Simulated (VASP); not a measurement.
# HgTe (Coloradoite) (F-43m) in VASP: further runs

The runs below take HgTe (Coloradoite) through single point, with PBE0, PBE.

All numbers are computed with VASP 6.6.1; they aren't measurements. Logs are shortened: lines on timing, memory, paths and dates and some standing lists are left out, and cuts for length are marked.

## 1. Starting point

The structure is cubic, space group F-43m (No. 216). Conventional cell: a = 6.429 Å, b = 6.429 Å, c = 6.429 Å, α = 90.00°, β = 90.00°, γ = 90.00°. Around Hg (site symmetry -43m) lie 4 Te at 2.78 Å. Te (site symmetry -43m) has 4 Hg at 2.78 Å as nearest neighbours.

## 2. Single point, PBE0, spin-orbit coupling, no magnetisation

POSCAR reads:

```
HgTe
1.0
    0.0000000000      3.2145000000      3.2145000000
    3.2145000000      0.0000000000      3.2145000000
    3.2145000000      3.2145000000      0.0000000000
Hg Te
1 1
Direct
    0.0000000000      0.0000000000      0.0000000000
    0.7500000000      0.7500000000      0.7500000000
```

INCAR.step1 reads:

```
PREC = Accurate
ENCUT = 520
EDIFF = 1E-5
ISMEAR = -1
SIGMA = 0.05
LREAL = F
LASPH = T
NELM = 100
ALGO = Normal
ISIF = 2
LWAVE = T
MAGMOM = 0 0 0 0 0 0
LORBIT = 11
LSORBIT = T
GGA_COMPAT = F
GGA = PE
```

INCAR.step2 reads:

```
PREC = Accurate
ENCUT = 520
EDIFF = 1E-6
ISMEAR = -1
SIGMA = 0.05
LREAL = F
LASPH = T
NELM = 100
ALGO = Normal
ISIF = 2
LWAVE = F
LCHARG = T
MAGMOM = 0 0 0 0 0 0
LORBIT = 11
LSORBIT = T
GGA_COMPAT = F
GGA = PE
LHFCALC = T
AEXX = 0.25
PRECFOCK = Fast
LVHAR = T
ISTART = 1
```

KPOINTS reads:

```
Automatic mesh
0
Gamma
  3 3 3
```

Potentials or basis: VASP PAW PBE potentials, release 64 (Hg, Te).

On the command line:

```
> cat potpaw_PBE.64/Hg/POTCAR potpaw_PBE.64/Te/POTCAR > POTCAR
> cp INCAR.step1 INCAR
> mpirun -np 1 vasp_ncl > vasp.out
> cp INCAR.step2 INCAR
> mpirun -np 1 vasp_ncl > vasp.out
```

OUTCAR:

```text
PREC = Accurate
   ENCUT = 520
   EDIFF = 1E-6
   ISMEAR = -1
   LREAL = F
   LASPH = T
   NELM = 100
   ISIF = 2
   LORBIT = 11
   LSORBIT = T
   GGA = PE
   LHFCALC = T
   AEXX = 0.25
   PRECFOCK = Fast
   ISTART = 1

 ion  position               nearest neighbor table
   1  0.000  0.000  0.000-   2 2.78   2 2.78   2 2.78   2 2.78
   2  0.750  0.750  0.750-   1 2.78   1 2.78   1 2.78   1 2.78

  LATTYP: Found a face centered cubic cell.
 ALAT       =     6.4290000000

  Lattice vectors:

 A1 = (   0.0000000000,   3.2145000000,   3.2145000000)
 A2 = (   3.2145000000,   0.0000000000,   3.2145000000)
 A3 = (   3.2145000000,   3.2145000000,   0.0000000000)

Analysis of symmetry for initial positions (statically):
=====================================================================
 Subroutine PRICEL returns:
 Original cell was already a primitive cell.

 Routine SETGRP: Setting up the symmetry group for a
 face centered cubic supercell.

 Subroutine GETGRP returns: Found 24 space group operations
 (whereof 24 operations were pure point group operations)
 out of a pool of 48 trial point group operations.

The static configuration has the point symmetry T_d .

Analysis of symmetry for dynamics (positions and initial velocities):
=====================================================================
 Subroutine PRICEL returns:
 Original cell was already a primitive cell.

 Routine SETGRP: Setting up the symmetry group for a
 face centered cubic supercell.

 Subroutine GETGRP returns: Found 24 space group operations
 (whereof 24 operations were pure point group operations)
 out of a pool of 48 trial point group operations.

The dynamic configuration has the point symmetry T_d .

Analysis of structural, dynamic, and magnetic symmetry:
=====================================================================
 Subroutine PRICEL returns:
 Original cell was already a primitive cell.

 Routine SETGRP: Setting up the symmetry group for a
 face centered cubic supercell.

 Subroutine GETGRP returns: Found 24 space group operations
 (whereof 24 operations were pure point group operations)
 out of a pool of 48 trial point group operations.

The overall configuration has the point symmetry T_d .

 Subroutine INISYM returns: Found 24 space group operations
 (whereof 24 operations are pure point group operations),
 and found     1 'primitive' translations

----------------------------------------------------------------------------------------

                                     Primitive cell

  volume of cell :      66.4309

  direct lattice vectors                    reciprocal lattice vectors
     0.000000000  3.214500000  3.214500000    -0.155545186  0.155545186  0.155545186
     3.214500000  0.000000000  3.214500000     0.155545186 -0.155545186  0.155545186
     3.214500000  3.214500000  0.000000000     0.155545186  0.155545186 -0.155545186

  length of vectors
     4.545989496  4.545989496  4.545989496     0.269412165  0.269412165  0.269412165

  position of ions in fractional coordinates (direct lattice)
     0.000000000  0.000000000  0.000000000
     0.750000000  0.750000000  0.750000000

  ion indices of the primitive-cell ions
   primitive index   ion index
                 1           1
                 2           2

----------------------------------------------------------------------------------------

 KPOINTS: Automatic mesh

Automatic generation of k-mesh.
 Grid dimensions read from file:
 generate k-points for:    3    3    3

 Generating k-lattice:

  Cartesian coordinates                     Fractional coordinates (reciprocal lattice)
[... 65 lines left out ...]
   GGA     = PE    functional components
   LHFCALC =     T    Hartree Fock is set to
   PRECFOCK=fast      Normal, Fast or Accurate (Low or Medium for compatibility)
   ENCUT4O =  -1.0   cutoff for four orbital integrals eV
   NKREDX  =     1    reduce k-point grid by
   NKREDY  =     1    reduce k-point grid by
   NKREDZ  =     1    reduce k-point grid by
   AEXX    =    0.2500 exact exchange contribution
   HFSCREEN=    0.0000 screening length (either q_TF or 0.3 A-1)
   HFSCREENC=   0.0000 screening length for correlation (either q_TF or 0.3 A-1)
   ENCUTFOCK=  -1.0 apply spherical cutoff to Coloumb kernel
   IVDW    =     0    specifies the selected vdW correction
   LEPSILON=     F    determine dielectric tensor
   LRPA    =     F    only Hartree local field effects (RPA)
  energy-cutoff  :      520.00
  volume of cell :       66.43
 maximum number of plane-waves:      3640
 NGX is ok and might be reduce to    36
  NGX = 20; NGY = 20; NGZ = 20

 number of electron      18.0000000 magnetization       0.0000001      0.0000001      0.0000001

 number of electron      18.0000000 magnetization       0.0000000     -0.0000000     -0.0000002

 number of electron      18.0000000 magnetization       0.0000614     -0.0000135      0.0000270

 Free energy of the ion-electron system (eV)
  ---------------------------------------------------
  ext. energy  EPLUGINS =         0.00000000
  ---------------------------------------------------
  free energy    TOTEN  =        -5.39569968 eV

  energy without entropy =       -5.39568458  energy(sigma->0) =       -5.39569213

 E-fermi :   3.1293     XC(G=0):  -6.9489

 val. band max:        2.7071393199   @ k =   0.0000   0.0000   0.0000
 cond. band min:       3.5513965593   @ k =   0.0000   0.0000   0.0000
 fundamental gap:      0.8442572394
 Fermi energy:         3.1293193384

 k-point     1 :       0.0000    0.0000    0.0000
  band No.  band energies     occupation
      1     -10.7012      1.00000
      2     -10.7012      1.00000
      3      -7.0459      1.00000
      4      -7.0459      1.00000
      5      -7.0445      1.00000
      6      -7.0444      1.00000
[... 134 lines left out ...]
     25      10.7937      0.00000
     26      11.1820      0.00000

------------------------ aborting loop because EDIFF is reached ----------------------------------------

  FORCE on cell =-STRESS in cart. coord.  units (eV):
  Direction    XX          YY          ZZ          XY          YZ          ZX
  --------------------------------------------------------------------------------------
  -------------------------------------------------------------------------------------
  Total        1.5861786      1.5861786      1.5861786      0.0000000      0.0000000      0.0000000
  in kB       38.2553675     38.2553675     38.2553675      0.0000000      0.0000000      0.0000000
  external PRESSURE =      38.2553675 kB  Pullay stress =       0.0000000 kB

 VOLUME and BASIS-vectors are now :
 -----------------------------------------------------------------------------
  energy-cutoff  :      520.00
  volume of cell :       66.43
      direct lattice vectors                 reciprocal lattice vectors
     0.000000000  3.214500000  3.214500000    -0.155545186  0.155545186  0.155545186
     3.214500000  0.000000000  3.214500000     0.155545186 -0.155545186  0.155545186
     3.214500000  3.214500000  0.000000000     0.155545186  0.155545186 -0.155545186

 POSITION                                       TOTAL-FORCE (eV/Angst)
 -----------------------------------------------------------------------------------
      0.00000      0.00000      0.00000         0.000000      0.000000      0.000000
      4.82175      4.82175      4.82175        -0.000000     -0.000000     -0.000000
 -----------------------------------------------------------------------------------
    total drift:                                0.002058      0.002206     -0.001414

  FREE ENERGIE OF THE ION-ELECTRON SYSTEM (eV)
  ---------------------------------------------------
  free  energy   TOTEN  =        -5.3956996780 eV

  energy  without entropy=       -5.3956845845  energy(sigma->0) =       -5.39569213

 Spin-Orbit-Coupling matrix elements

 Ion:    1  E_soc:     -0.5783057
 l=   1
     0.0000000    -0.0309795    -0.0309309
    -0.0309795     0.0000000    -0.0294525
    -0.0309309    -0.0294525     0.0000000
 l=   2
     0.0000000    -0.0144214     0.0000000    -0.0119794    -0.0529510
    -0.0144214     0.0000000    -0.0398097    -0.0121143    -0.0131141
     0.0000000    -0.0398097     0.0000000    -0.0400435     0.0000000
    -0.0119794    -0.0121143    -0.0400435     0.0000000    -0.0133564
    -0.0529510    -0.0131141     0.0000000    -0.0133564     0.0000000
 l=   3
     0.0000000     0.0000000     0.0000000     0.0000000     0.0000000     0.0000000     0.0000000
     0.0000000     0.0000000     0.0000000     0.0000000     0.0000000     0.0000000     0.0000000
     0.0000000     0.0000000     0.0000000     0.0000000     0.0000000     0.0000000     0.0000000
     0.0000000     0.0000000     0.0000000     0.0000000     0.0000000     0.0000000     0.0000000
     0.0000000     0.0000000     0.0000000     0.0000000     0.0000000     0.0000000     0.0000000
     0.0000000     0.0000000     0.0000000     0.0000000     0.0000000     0.0000000     0.0000000
     0.0000000     0.0000000     0.0000000     0.0000000     0.0000000     0.0000000     0.0000000

 Ion:    2  E_soc:     -0.2055886
 l=   1
     0.0000000    -0.0374295    -0.0368680
    -0.0374295     0.0000000    -0.0280995
    -0.0368680    -0.0280995     0.0000000
 l=   2
     0.0000000    -0.0000650     0.0000000    -0.0000629    -0.0000690
    -0.0000650     0.0000000    -0.0000516    -0.0000628    -0.0000167
     0.0000000    -0.0000516     0.0000000    -0.0000520     0.0000000
    -0.0000629    -0.0000628    -0.0000520     0.0000000    -0.0000173
    -0.0000690    -0.0000167     0.0000000    -0.0000173     0.0000000
 l=   3
     0.0000000     0.0000000     0.0000000     0.0000000     0.0000000     0.0000000     0.0000000
     0.0000000     0.0000000     0.0000000     0.0000000     0.0000000     0.0000000     0.0000000
     0.0000000     0.0000000     0.0000000     0.0000000     0.0000000     0.0000000     0.0000000
     0.0000000     0.0000000     0.0000000     0.0000000     0.0000000     0.0000000     0.0000000
     0.0000000     0.0000000     0.0000000     0.0000000     0.0000000     0.0000000     0.0000000
     0.0000000     0.0000000     0.0000000     0.0000000     0.0000000     0.0000000     0.0000000
     0.0000000     0.0000000     0.0000000     0.0000000     0.0000000     0.0000000     0.0000000

 total charge

# of ion       s       p       d       tot
------------------------------------------
    1        0.705   0.448   9.394  10.547
    2        1.319   2.176   0.031   3.525
--------------------------------------------------
tot          2.024   2.624   9.425  14.073

 magnetization (x)

# of ion       s       p       d       tot
------------------------------------------
    1       -0.000   0.000  -0.000  -0.000
    2       -0.000   0.000  -0.000  -0.000
--------------------------------------------------
tot         -0.000   0.000  -0.000  -0.000

 magnetization (y)

# of ion       s       p       d       tot
------------------------------------------
    1        0.000   0.000  -0.000   0.000
    2       -0.000  -0.000  -0.000  -0.000
--------------------------------------------------
tot          0.000  -0.000  -0.000  -0.000

 magnetization (z)

# of ion       s       p       d       tot
------------------------------------------
    1        0.000   0.000  -0.000   0.000
    2        0.000   0.000  -0.000   0.000
--------------------------------------------------
tot          0.000   0.000  -0.000   0.000
```

Run time: 11 min. Hardware: 1 thread of Intel Xeon Platinum 8488C (Sapphire Rapids), shared host; peak memory 0.37 GiB.

Results:

* Free energy: -5.3957 eV
* Pressure: 3.8 GPa
* Valence electrons inside the program's atomic spheres: Hg 10.55; Te 3.52

Caveat: the k mesh is coarse (spacing up to 0.56 Å⁻¹), so the values aren't converged, least of all with exact exchange; the PAW data sets were made with another functional, which shifts forces and pressure a little.

(Part 1 of 2 ends here.)
